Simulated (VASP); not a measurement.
Data:

```
BeO
1.0
    1.35000    -2.33827     0.00000
    1.35000     2.33827     0.00000
    0.00000     0.00000     4.38000
Be O
2 2
Direct
  0.66667   0.33333   0.50000
  0.33333   0.66667   0.00000
  0.66667   0.33333   0.87800
  0.33333   0.66667   0.37800
```

Calculation: PBE GGA, VASP's PBE PAW potentials (set 64) (plane waves; VASP). Settings: PREC = Low, 520 eV cut-off, 8×8×5 Γ-centred mesh, Gaussian smearing of 0.050 eV, potentials Be O.

Q: Give the stress tensor in GPa (positive for a compressed cell).

A: 
```
3.36  0.00  0.00
0.00  3.36  0.00
0.00  0.00  3.67
```
The pressure is its mean diagonal, 3.46 GPa.

The compound is BeO in the wurtzite structure. The cell was not relaxed at this level. The run is one of a series of settings (PREC = Low against the base run), some of them coarse on purpose.
